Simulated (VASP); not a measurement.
Sn3Ge13, 16 atoms in the cell. Symmetry: Cm, No. 8, monoclinic system. Conventional cell: a = 14.330 Å, b = 8.269 Å, c = 8.271 Å, α = 90.00°, β = 125.16°, γ = 90.00°. Around Sn (site symmetry m) lie 4 Ge at 2.60 to 2.62 Å. Sn (site symmetry m) has 3 Ge at 2.57 to 2.59 Å and 1 Sn at 2.71 Å as nearest neighbours. Around Sn (site symmetry m) lie 3 Ge at 2.59 to 2.60 Å and 1 Sn at 2.71 Å. Ge (site symmetry 1) has 3 Ge at 2.45 to 2.51 Å and 1 Sn at 2.60 Å as nearest neighbours. Around Ge (site symmetry 1) lie 4 Ge at 2.47 to 2.55 Å. Ge (site symmetry m) has 4 Ge at 2.49 to 2.54 Å as nearest neighbours. Around Ge (site symmetry m) lie 3 Ge at 2.48 to 2.50 Å and 1 Sn at 2.59 Å. Around Ge (site symmetry 1) lie 2 Ge at 2.45 to 2.47 Å and 2 Sn at 2.57 to 2.60 Å. The cell was built by a generator and needn't be a form met in nature.

| Item | Value |
| --- | --- |
| Program | VASP 6.6.1 |
| Task | band structure |
| Functional | PBEsol |
| Potentials or basis | VASP PAW PBE potentials, release 64 (Sn_d, Ge_d) |
| Cutoff | 520 eV |
| k mesh | 6 × 6 × 6 |
| Occupations | gaussian, width 0.03 eV |
| Spin | no spin polarisation |
| Further INCAR settings | ALGO = Fast; EDIFF = 1e-06; NBANDS = 126 |

Potentials or basis: VASP PAW PBE potentials, release 64 (Sn_d, Ge_d).

Run with:

```console
$ cat potpaw_PBE.64/Sn_d/POTCAR potpaw_PBE.64/Ge_d/POTCAR > POTCAR
$ mpirun -np 8 vasp_std > vasp.out
```

Hardware: 8 MPI ranks on Intel(R) Xeon(R) 6975P-C (Granite Rapids), on a shared host.

Question: How long does it take, and how much memory?

Answer: Wall time 15 min on 8 MPI ranks on Intel(R) Xeon(R) 6975P-C (Granite Rapids) (shared host), peak memory 3.5 GiB a rank. Counts: scf iterations 36, k points 68.
